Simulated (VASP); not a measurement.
# HfS2 in VASP: a series of runs

Runs on HfS2. Level: PBE+D3(BJ). Tasks: single point.

Program: VASP 6.6.1. These are calculated values, not measurements. Logs are shortened: lines on timing, memory, paths and dates and some standing lists are left out, and cuts for length are marked.

### Step 1. The structure

The cell holds a slab with vacuum, 3 atoms: a = 3.618 Å, b = 3.618 Å, c = 31.824 Å, α = 90.00°, β = 90.00°, γ = 120.00°.

### Step 2. Single point, PBE+D3(BJ)

File INCAR:

```
  ALGO = Fast
  DIPOL = 0.5 0.5 0.500
  EDIFF = 1E-7
  ENCUT = 520
  GGA = PE
  IDIPOL = 3
  ISIF = 2
  ISMEAR = 0
  IVDW = 12
  LASPH = True
  LCHARG = False
  LDIPOL = True
  LREAL = False
  LWAVE = False
  NBANDS = 18
  NELM = 100
  PREC = Accurate
  SIGMA = 0.02
```

File KPOINTS:

```
k-points
0
Gamma
  9 9 1
```

File POSCAR:

```
HfS2
1.0
    3.6183309672      0.0000000000      0.0000000000
   -1.8091654836      3.1335665369      0.0000000000
    0.0000000000      0.0000000000     31.8244159702
S Hf
2 1
Direct
    0.6666666667      0.3333333333      0.4542712592
    0.3333333333      0.6666666667      0.5457287408
    0.0000000000      0.0000000000      0.5000000000
```

Potentials or basis: VASP PAW PBE potentials, release 64 (S, Hf_pv).

Run with:

```sh
$ cat potpaw_PBE.64/S/POTCAR potpaw_PBE.64/Hf_pv/POTCAR > POTCAR
$ mpirun -np 1 vasp_std > vasp.out
```

OUTCAR:

```text
EDIFF = 1E-7
   ENCUT = 520
   GGA = PE
   ISIF = 2
   ISMEAR = 0
   IVDW = 12
   LASPH = True
   LREAL = False
   NELM = 100
   PREC = Accurate
 IVDW          = 12

 ion  position               nearest neighbor table
   1  0.667  0.333  0.454-   3 2.55   3 2.55   3 2.55
   2  0.333  0.667  0.546-   3 2.55   3 2.55   3 2.55
   3  0.000  0.000  0.500-   1 2.55   2 2.55   1 2.55   2 2.55   1 2.55   2 2.55

  LATTYP: Found a hexagonal cell.
 ALAT       =     3.6183309672
 C/A-ratio  =     8.7953302942

  Lattice vectors:

 A1 = (   3.6183309672,   0.0000000000,   0.0000000000)
 A2 = (  -1.8091654836,   3.1335665369,   0.0000000000)
 A3 = (   0.0000000000,   0.0000000000,  31.8244159702)

Analysis of symmetry for initial positions (statically):
=====================================================================
 Subroutine PRICEL returns:
 Original cell was already a primitive cell.

 Routine SETGRP: Setting up the symmetry group for a
 hexagonal supercell.

 Subroutine GETGRP returns: Found 12 space group operations
 (whereof 12 operations were pure point group operations)
 out of a pool of 24 trial point group operations.

The static configuration has the point symmetry D_3d.

Analysis of symmetry for dynamics (positions and initial velocities):
=====================================================================
 Subroutine PRICEL returns:
 Original cell was already a primitive cell.

 Routine SETGRP: Setting up the symmetry group for a
 hexagonal supercell.

 Subroutine GETGRP returns: Found 12 space group operations
 (whereof 12 operations were pure point group operations)
 out of a pool of 24 trial point group operations.

The dynamic configuration has the point symmetry D_3d.

 Subroutine INISYM returns: Found 12 space group operations
 (whereof 12 operations are pure point group operations),
 and found     1 'primitive' translations

----------------------------------------------------------------------------------------

                                     Primitive cell

  volume of cell :     360.8342

  direct lattice vectors                    reciprocal lattice vectors
     3.618330967  0.000000000  0.000000000     0.276370517  0.159562592  0.000000000
    -1.809165484  3.133566537  0.000000000     0.000000000  0.319125185  0.000000000
     0.000000000  0.000000000 31.824415970     0.000000000  0.000000000  0.031422415

  length of vectors
     3.618330967  3.618330967 31.824415970     0.319125185  0.319125185  0.031422415

  position of ions in fractional coordinates (direct lattice)
     0.666666667  0.333333333  0.454271259
     0.333333333  0.666666667  0.545728741
     0.000000000  0.000000000  0.500000000

  ion indices of the primitive-cell ions
   primitive index   ion index
                 1           1
                 2           2
                 3           3

----------------------------------------------------------------------------------------

 KPOINTS: k-points

Automatic generation of k-mesh.
 Grid dimensions read from file:
 generate k-points for:    9    9    1

 Generating k-lattice:

  Cartesian coordinates                     Fractional coordinates (reciprocal lattice)
     0.030707835  0.017729177  0.000000000     0.111111111 -0.000000000  0.000000000
     0.000000000  0.035458354  0.000000000     0.000000000  0.111111111  0.000000000
     0.000000000  0.000000000  0.031422415     0.000000000  0.000000000  1.000000000

  Length of vectors
     0.035458354  0.035458354  0.031422415

  Shift w.r.t. Gamma in fractional coordinates (k-lattice)
     0.000000000  0.000000000  0.000000000

 Subroutine IBZKPT returns following result:
 ===========================================

 Found     12 irreducible k-points:

 Following reciprocal coordinates:
            Coordinates               Weight
  0.000000  0.000000  0.000000      1.000000
  0.111111  0.000000  0.000000      6.000000
  0.222222  0.000000  0.000000      6.000000
  0.333333  0.000000  0.000000      6.000000
  0.444444  0.000000  0.000000      6.000000
  0.111111  0.111111  0.000000      6.000000
  0.222222  0.111111  0.000000     12.000000
  0.333333  0.111111  0.000000     12.000000
  0.444444  0.111111  0.000000      6.000000
  0.222222  0.222222  0.000000      6.000000
  0.333333  0.222222  0.000000     12.000000
  0.333333  0.333333  0.000000      2.000000
   k-points           NKPTS =     12   k-points in BZ     NKDIM =     12   number of bands    NBANDS=     18
   number of dos      NEDOS =    301   number of ions     NIONS =      3
   total plane-waves  NPLWV = 188160
   dimension x,y,z NGX =    28 NGY =   28 NGZ =  240
   dimension x,y,z NGXF=    56 NGYF=   56 NGZF=  480
   ions per type =               2   1
   NGX,Y,Z   is equivalent  to a cutoff of  12.86, 12.86, 12.54 a.u.
   NGXF,Y,Z  is equivalent  to a cutoff of  25.73, 25.73, 25.07 a.u.
 SYSTEM =  unknown system
   PREC   = accura    normal or accurate (medium, high low for compatibility)
   ISTART =      0    job   : 0-new  1-cont  2-samecut
   ICHARG =      2    charge: 1-file 2-atom 10-const
   ISPIN  =      1    spin polarized calculation?
   LNONCOLLINEAR =      F non collinear calculations
   LSORBIT =      F    spin-orbit coupling
   LASPH  =      T    aspherical Exc in radial PAW
   ENCUT  =  520.0 eV  38.22 Ry    6.18 a.u.   6.73  6.73 59.17*2*pi/ulx,y,z
   NELM   =    100;   NELMIN=  2; NELMDL= -5     # of ELM steps
   EDIFF  = 0.1E-06   stopping-criterion for ELM
   LREAL  =      F    real-space projection
   EDIFFG = 0.1E-05   stopping-criterion for IOM
   NSW    =      0    number of steps for IOM
   IBRION =     -1    ionic relax: 0-MD 1-quasi-New 2-CG
   NFREE  =      0    steps in history (QN), initial steepest desc. (CG)
   ISIF   =      2    stress and relaxation
   ISYM   =      2    0-nonsym 1-usesym 2-fastsym
   POTIM  = 0.5000    time-step for ionic-motion
   TEBEG  =    0.0;   TEEND  =   0.0 temperature during run
   PSTRESS=    0.0 pullay stress
   NELECT =      22.0000    total number of electrons
   NUPDOWN=      -1.0000    fix difference up-down
   EMIN   =  10.00;   EMAX   =-10.00  energy-range for DOS
   EFERMI =   0.00;   METHOD = LEGACY
   ISMEAR =     0;   SIGMA  =   0.02  broadening in eV -4-tet -1-fermi 0-gaus
   EFERMI_NEDOS =   21; number of points for ismear=-14 and -15
   IALGO  =     68    algorithm
   IMIX   =      4    mixing-type and parameters
     AMIX     =   0.40;   BMIX     =  1.00
     AMIX_MAG =   1.60;   BMIX_MAG =  1.00
  volume/ion in A,a.u.               =     120.28       811.68
  Fermi-wavevector in a.u.,A,eV,Ry     =   0.644337  1.217621  5.648736  0.415170
  Thomas-Fermi vector in A             =   1.711632
   LORBIT       =      0    0 simple, 1 ext, 2 COOP (PROOUT), +10 PAW based schemes
   GGA     = PE    functional components
   LHFCALC =     F    Hartree Fock is set to
   AEXX    =    0.0000 exact exchange contribution
   IVDW    =    12    specifies the selected vdW correction
   LEPSILON=     F    determine dielectric tensor
   LRPA    =     F    only Hartree local field effects (RPA)
 non-spin polarized calculation
 RMM-DIIS sequential band-by-band and
 Gauss-broadening in eV      SIGMA  =   0.02
  energy-cutoff  :      520.00
  volume of cell :      360.83
 maximum number of plane-waves:      9759
 NGX is ok and might be reduce to    28
   NGX = 13   NGY = 13   NGZ =119

 dipolmoment           0.000000      0.000000      0.000000 electrons x Angstroem

 number of electron      22.0000001 magnetization

 dipolmoment           0.000000      0.000000     -0.000000 electrons x Angstroem

 Free energy of the ion-electron system (eV)
  ---------------------------------------------------
  ext. energy  EPLUGINS =         0.00000000
  ---------------------------------------------------
  free energy    TOTEN  =       -22.91955195 eV

  energy without entropy =      -22.91955195  energy(sigma->0) =      -22.91955195

 E-fermi :  -4.3773     XC(G=0):  -2.0980

 val. band max:       -4.5780109691   @ k =   0.0000   0.0000   0.0000
 cond. band min:      -3.3309806536   @ k =   0.4444   0.0000   0.0000
 fundamental gap:      1.2470303154
 Fermi energy:        -4.3773170945

 k-point     1 :       0.0000    0.0000    0.0000
  band No.  band energies     occupation
      1     -35.2332      2.00000
      2     -35.1210      2.00000
      3     -35.1210      2.00000
      4     -17.4260      2.00000
      5     -16.0389      2.00000
      6      -8.6915      2.00000
[... 10 lines left out ...]
     17       1.3738      0.00000
     18       1.6323      0.00000

 k-point     2 :       0.1111    0.0000    0.0000
  band No.  band energies     occupation
      1     -35.2287      2.00000
      2     -35.1445      2.00000
      3     -35.1263      2.00000
      4     -17.2838      2.00000
      5     -16.0466      2.00000
      6      -8.5339      2.00000
[... 10 lines left out ...]
     17       1.5172      0.00000
     18       1.8412      0.00000

 k-point     3 :       0.2222    0.0000    0.0000
  band No.  band energies     occupation
      1     -35.2177      2.00000
      2     -35.2029      2.00000
      3     -35.1396      2.00000
      4     -16.9065      2.00000
      5     -16.0613      2.00000
      6      -8.2015      2.00000
[... 10 lines left out ...]
     17       1.9897      0.00000
     18       2.2842      0.00000

 k-point     4 :       0.3333    0.0000    0.0000
  band No.  band energies     occupation
      1     -35.2696      2.00000
      2     -35.2037      2.00000
      3     -35.1547      2.00000
      4     -16.4755      2.00000
      5     -16.0262      2.00000
      6      -8.6003      2.00000
[... 123 lines left out ...]
      4     -16.2195      2.00000
      5     -16.0642      2.00000
      6      -8.4206      2.00000
[... 10 lines left out ...]
     17       3.2041      0.00000
     18       3.5165      0.00000

 k-point    11 :       0.3333    0.2222    0.0000
  band No.  band energies     occupation
      1     -35.2870      2.00000
      2     -35.2135      2.00000
      3     -35.1916      2.00000
      4     -16.0903      2.00000
      5     -15.9196      2.00000
      6      -8.7318      2.00000
[... 10 lines left out ...]
     17       3.1502      0.00000
     18       3.5117      0.00000

 k-point    12 :       0.3333    0.3333    0.0000
  band No.  band energies     occupation
      1     -35.2573      2.00000
      2     -35.2573      2.00000
      3     -35.1895      2.00000
      4     -15.9581      2.00000
      5     -15.9581      2.00000
      6      -8.3166      2.00000
[... 10 lines left out ...]
     17       3.3719      0.00000
     18       4.5801      0.00000

------------------------ aborting loop because EDIFF is reached ----------------------------------------

 vacuum level on the upper side and lower side of the slab       (xc-potential included)        -0.008        -0.008

 Edisp (eV)   -0.68522

 E8    (eV) :    -0.3147

  FORCE on cell =-STRESS in cart. coord.  units (eV):
  Direction    XX          YY          ZZ          XY          YZ          ZX
  --------------------------------------------------------------------------------------
  -------------------------------------------------------------------------------------
  Total      -0.26021    -0.26021    -0.21163    -0.00000     0.00000     0.00000
  in kB      -1.15538    -1.15538    -0.93969    -0.00000     0.00000     0.00000
  external pressure =       -1.08 kB  Pullay stress =        0.00 kB

 VOLUME and BASIS-vectors are now :
 -----------------------------------------------------------------------------
  energy-cutoff  :      520.00
  volume of cell :      360.83
      direct lattice vectors                 reciprocal lattice vectors
     3.618330967  0.000000000  0.000000000     0.276370517  0.159562592  0.000000000
    -1.809165484  3.133566537  0.000000000     0.000000000  0.319125185  0.000000000
     0.000000000  0.000000000 31.824415970     0.000000000  0.000000000  0.031422415

 POSITION                                       TOTAL-FORCE (eV/Angst)
 -----------------------------------------------------------------------------------
      1.80917      1.04452     14.45692         0.000000      0.000000      0.066013
     -0.00000      2.08904     17.36750        -0.000000     -0.000000     -0.066013
      0.00000      0.00000     15.91221        -0.000000      0.000000      0.000000
 -----------------------------------------------------------------------------------
    total drift:                               -0.000000      0.000000     -0.000000

  FREE ENERGIE OF THE ION-ELECTRON SYSTEM (eV)
  ---------------------------------------------------
  free  energy   TOTEN  =       -23.6047739724 eV

  energy  without entropy=      -23.6047739724  energy(sigma->0) =      -23.60477397

 vacuum level on the upper side and lower side of the slab         1.758         1.758
```

It took 98 s on 1 thread of Intel Xeon 6975P-C (Granite Rapids), shared host; peak memory 0.48 GiB.

What came out:

```
Free energy                : -23.6048 eV
Largest force              : 0.066 eV/Å
Band gap on the k mesh     : 1.25 eV, indirect (least direct gap 2.08 eV)
Dispersion energy per atom : -0.228 eV
```

Forces on the atoms (eV/Å):
```
S    0.000  0.000  0.066
S    0.000  0.000 -0.066
Hf   0.000  0.000  0.000
```

Levels at points of the mesh, in eV from the valence-band top:
```tsv
k point	band 7	band 8	band 9	band 10	band 11	band 12	band 13	band 14	band 15	band 16
(0.00, 0.00, 0.00)	-2.59	-2.59	-0.93	0.00	0.00	2.08	2.08	2.77	5.33	5.72
```

Caveat: spin-orbit coupling is left out, which moves the levels of the heavy elements. Expect the measured gap to be larger: semilocal functionals such as PBE lack the derivative discontinuity.

### Step 3. Single point, PBE+D3(BJ)

This run uses another cell than the first one, of 119.48 Å³/atom, 0.993 times its volume.

File INCAR:

```
  ALGO = Normal
  DIPOL = 0.5 0.5 0.500
  EDIFF = 1E-7
  ENCUT = 520
  GGA = PE
  IDIPOL = 3
  ISIF = 2
  ISMEAR = 0
  IVDW = 12
  LASPH = T
  LCHARG = F
  LDIPOL = T
  LREAL = F
  LWAVE = F
  NBANDS = 18
  NELM = 100
  PREC = Accurate
  SIGMA = 0.02
```

KPOINTS is that of step 2.

File POSCAR:

```
HfS2
1.0
    3.6063453008      0.0000000000      0.0000000000
   -1.8031726504      3.1231866453      0.0000000000
    0.0000000000      0.0000000000     31.8244159702
S Hf
2 1
Direct
    0.6666666667      0.3333333333      0.4542456963
    0.3333333333      0.6666666667      0.5457543037
    0.0000000000      0.0000000000      0.5000000000
```

Potentials or basis: VASP PAW PBE potentials, release 64 (S, Hf_pv).

Run with:

```sh
$ cat potpaw_PBE.64/S/POTCAR potpaw_PBE.64/Hf_pv/POTCAR > POTCAR
$ mpirun -np 1 vasp_std > vasp.out
```

OUTCAR:

```text
EDIFF = 1E-7
   ENCUT = 520
   GGA = PE
   ISIF = 2
   ISMEAR = 0
   IVDW = 12
   LASPH = T
   LREAL = F
   NELM = 100
   PREC = Accurate
 IVDW          = 12

 ion  position               nearest neighbor table
   1  0.667  0.333  0.454-   3 2.54   3 2.54   3 2.54
   2  0.333  0.667  0.546-   3 2.54   3 2.54   3 2.54
   3  0.000  0.000  0.500-   1 2.54   2 2.54   2 2.54   1 2.54   1 2.54   2 2.54

  LATTYP: Found a hexagonal cell.
 ALAT       =     3.6063453008
 C/A-ratio  =     8.8245615203

  Lattice vectors:

 A1 = (   3.6063453008,   0.0000000000,   0.0000000000)
 A2 = (  -1.8031726504,   3.1231866453,   0.0000000000)
 A3 = (   0.0000000000,   0.0000000000,  31.8244159702)

Analysis of symmetry for initial positions (statically):
=====================================================================
 Subroutine PRICEL returns:
 Original cell was already a primitive cell.

 Routine SETGRP: Setting up the symmetry group for a
 hexagonal supercell.

 Subroutine GETGRP returns: Found 12 space group operations
[... 160 lines left out ...]
 val. band max:       -4.5457938258   @ k =   0.0000   0.0000   0.0000
 cond. band min:      -3.3266374161   @ k =   0.4444   0.0000   0.0000
 fundamental gap:      1.2191564097
 Fermi energy:        -4.3417310413

 k-point     1 :       0.0000    0.0000    0.0000
  band No.  band energies     occupation
      1     -35.1881      2.00000
      2     -35.0735      2.00000
      3     -35.0735      2.00000
      4     -17.4389      2.00000
      5     -16.0392      2.00000
      6      -8.7072      2.00000
[... 229 lines left out ...]
      5     -15.9499      2.00000
      6      -8.3134      2.00000
[... 10 lines left out ...]
     17       3.4188      0.00000
     18       4.6145      0.00000

------------------------ aborting loop because EDIFF is reached ----------------------------------------

 vacuum level on the upper side and lower side of the slab       (xc-potential included)        -0.006        -0.006

 Edisp (eV)   -0.69015

 E8    (eV) :    -0.3170

  FORCE on cell =-STRESS in cart. coord.  units (eV):
  Direction    XX          YY          ZZ          XY          YZ          ZX
  --------------------------------------------------------------------------------------
  -------------------------------------------------------------------------------------
  Total       0.06257     0.06257    -0.04952    -0.00000    -0.00000    -0.00000
  in kB       0.27967     0.27967    -0.22135    -0.00000    -0.00000    -0.00000
  external pressure =        0.11 kB  Pullay stress =        0.00 kB

 VOLUME and BASIS-vectors are now :
 -----------------------------------------------------------------------------
  energy-cutoff  :      520.00
  volume of cell :      358.45
      direct lattice vectors                 reciprocal lattice vectors
     3.606345301  0.000000000  0.000000000     0.277289033  0.160092898  0.000000000
    -1.803172650  3.123186645  0.000000000     0.000000000  0.320185795  0.000000000
     0.000000000  0.000000000 31.824415970     0.000000000  0.000000000  0.031422415

 POSITION                                       TOTAL-FORCE (eV/Angst)
 -----------------------------------------------------------------------------------
      1.80317      1.04106     14.45610        -0.000000      0.000000      0.010306
     -0.00000      2.08212     17.36831         0.000000      0.000000     -0.010306
      0.00000      0.00000     15.91221        -0.000000      0.000000      0.000000
 -----------------------------------------------------------------------------------
    total drift:                               -0.000000     -0.000000      0.000000

  FREE ENERGIE OF THE ION-ELECTRON SYSTEM (eV)
  ---------------------------------------------------
  free  energy   TOTEN  =       -23.6052662509 eV

  energy  without entropy=      -23.6052662509  energy(sigma->0) =      -23.60526625

 vacuum level on the upper side and lower side of the slab         1.767         1.767
```

OSZICAR:

```text
N       E                     dE             d eps       ncg     rms          rms(c)
DAV:   1     0.116522410427E+03    0.11652E+03   -0.90084E+03   536   0.855E+02
DAV:   2    -0.839357158813E+01   -0.12492E+03   -0.12089E+03   604   0.160E+02
DAV:   3    -0.244575523161E+02   -0.16064E+02   -0.16018E+02   566   0.568E+01
[... 17 lines left out ...]
DAV:  21    -0.229151130352E+02   -0.38333E-05   -0.14085E-07   492   0.856E-04    0.512E-04
DAV:  22    -0.229151133957E+02   -0.36050E-06   -0.35866E-09   536   0.209E-04    0.714E-04
DAV:  23    -0.229151140585E+02   -0.66279E-06   -0.76467E-09   462   0.227E-04    0.318E-04
DAV:  24    -0.229151141860E+02   -0.12749E-06   -0.22812E-10   480   0.760E-05    0.216E-04
DAV:  25    -0.229151142693E+02   -0.83261E-07    0.21345E-10   442   0.422E-05
   1 F= -.23605266E+02 E0= -.23605266E+02  d E =-.171064E-48
```

Run time: 88 s. Hardware: 1 thread of Intel Xeon 6975P-C (Granite Rapids), shared host; peak memory 0.45 GiB.

Results:

| Property | Result |
| --- | --- |
| Free energy | -23.6053 eV |
| Largest force | 0.010 eV/Å |
| Band gap on the k mesh | 1.22 eV, indirect (least direct gap 2.07 eV) |
| Dispersion energy per atom | -0.230 eV |

Forces in eV/Å, atoms in the order of the input:
```
S    0.000  0.000  0.010
S    0.000  0.000 -0.010
Hf   0.000  0.000  0.000
```

Caveat: spin-orbit coupling is left out, which moves the levels of the heavy elements.
